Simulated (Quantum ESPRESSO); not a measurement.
BN:

```
CELL_PARAMETERS angstrom
0.00000 1.81300 1.81300
1.81300 0.00000 1.81300
1.81300 1.81300 0.00000
ATOMIC_POSITIONS crystal
N 0.25000 0.25000 0.25000
B 0.00000 0.00000 0.00000
```

The cell is a database's computed one.

Program: Quantum ESPRESSO 7.5. Alike in all runs: no spin polarisation; cell as given; smearing fermi-dirac 0.05 eV.

Order these runs on this cell by their pressure, lowest first.
A. level PBE; potentials or basis SSSP 1.3 efficiency PBE; k mesh 13 × 13 × 13; cutoff (eV) 816
B. level BLYP; potentials or basis GBRV 1.5 PBE; k mesh 10 × 10 × 10, shifted; cutoff (eV) 612
C. level LDA; potentials or basis GBRV 1.5 LDA; k mesh 10 × 10 × 10, shifted; cutoff (eV) 612; form of the LDA correlation PZ81
D. level PBEsol; potentials or basis GBRV 1.5 PBEsol; k mesh 10 × 10 × 10, shifted; cutoff (eV) 612

C (-12.9 GPa), D (-5.8 GPa), A (-1.8 GPa), B (8.6 GPa).

Caveats: the cell is more than 3 GPa from zero pressure, which shifts response properties (some runs); the potentials were made for another functional, which shifts forces and pressure (some runs).

Not every run made on this cell is shown here.
